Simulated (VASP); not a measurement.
A run of VASP 6.6.1 is set up as follows.

Contents of INCAR:

```
SYSTEM = Mg
PREC = Accurate
ENCUT = 520
EDIFF = 1E-6
ISMEAR = 1
SIGMA = 0.1
LREAL = .False.
LASPH = .True.
NELM = 80
ALGO = Normal
ISIF = 2
LWAVE = .False.
LCHARG = .False.
GGA = CA
ICORELEVEL = 1
KPAR = 4
```

KPOINTS

```
Automatic mesh
0
Gamma
  6 6 3
  0 0 0
```

POSCAR

```
Mg
1.0
    6.4186000000      0.0000000000      0.0000000000
   -3.2093000000      5.5586706570      0.0000000000
    0.0000000000      0.0000000000     10.4206000000
Mg
16
Direct
    0.1666666666      0.3333333334      0.1250000000
    0.1666666666      0.3333333334      0.6250000000
    0.1666666667      0.8333333334      0.1250000000
    0.1666666667      0.8333333334      0.6250000000
    0.6666666666      0.3333333334      0.1250000000
    0.6666666666      0.3333333334      0.6250000000
    0.6666666666      0.8333333334      0.1250000000
    0.6666666666      0.8333333334      0.6250000000
    0.3333333334      0.1666666666      0.3750000000
    0.3333333334      0.1666666666      0.8750000000
    0.3333333334      0.6666666666      0.3750000000
    0.3333333334      0.6666666666      0.8750000000
    0.8333333334      0.1666666666      0.3750000000
    0.8333333334      0.1666666666      0.8750000000
    0.8333333334      0.6666666666      0.3750000000
    0.8333333334      0.6666666666      0.8750000000
```

Potentials or basis: VASP PAW LDA potentials, release 64 (Mg).

Launch:

```bash
$ cat potpaw_LDA.64/Mg/POTCAR > POTCAR
$ mpirun -np 4 vasp_std > vasp.out
```

(1) Estimate the pressure.

(2) Estimate the band gap on the k mesh.

Results:

(1) -2.7 GPa.

(2) none (metal or under the smearing width).
